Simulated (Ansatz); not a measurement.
Rock-salt NaBr was calculated with PBE (plane waves, PAW; Ansatz, a quantum-chemistry and plane-wave program).

Total energies, extrapolated to zero smearing (they compare only within this program, potentials and cutoff; free atoms with spin allowed, lowest state found):

```tsv
system	energy (eV/atom)
rock-salt NaBr, relaxed	-2136.3826
free Na atom	-1485.3346
free Br atom	-2781.8028
```

### Question
Work out the cohesive energy per atom.

### Answer
E_coh = [1 × (-1485.3346) + 1 × (-2781.8028)]/2 − (-2136.3826) = 2.81 eV/atom. The reference value is 3.03 eV/atom (measured, zero-point energy (Debye) added; as tabulated in Doll and Stoll (1998), arXiv:cond-mat/9801031), not set against a level without spin–orbit coupling.

Spin–orbit coupling is left out; its size isn't shown.

The PAW data were made under PBE.
